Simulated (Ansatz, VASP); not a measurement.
One calculation of ZnS, two programs

```xyz
2
Lattice="0.0000 2.7020 2.7020 2.7020 0.0000 2.7020 2.7020 2.7020 0.0000" Properties=species:S:1:pos:R:3 pbc="T T T"
Zn    4.0530    4.0530    4.0530
S     0.0000    0.0000    0.0000
```

Alike in both runs: task single point; functional PBE; k mesh 9 × 9 × 9; occupations gaussian, width 0.019 eV; no spin polarisation.

|  | VASP | Ansatz |
| --- | --- | --- |
| version | VASP 6.6.1 | Ansatz 0.2.0 |
| potentials or method | VASP PAW PBE potentials, release 64 (Zn, S) | Ansatz PAW |
| plane-wave cutoff (eV) | 520 | 420 |
| valence electrons in the cell | 18 | 18 |

VASP gave:

```
gap on the k mesh at the Fermi level (eV) : 2.11
least direct gap on the mesh (eV)         : 2.11
pressure (GPa)                            : 1.8
```

Task: Estimate Ansatz's values.

Result: gap on the k mesh at the Fermi level (eV): 2.11; least direct gap on the mesh (eV): 2.11; pressure (GPa): 1.6.

Caveats: odd divisions of the mesh miss points on the zone boundary, where band edges often lie, so the gap on the mesh can be too wide (Ansatz). A hybrid or GW would open this gap; PBE tends to underestimate it.
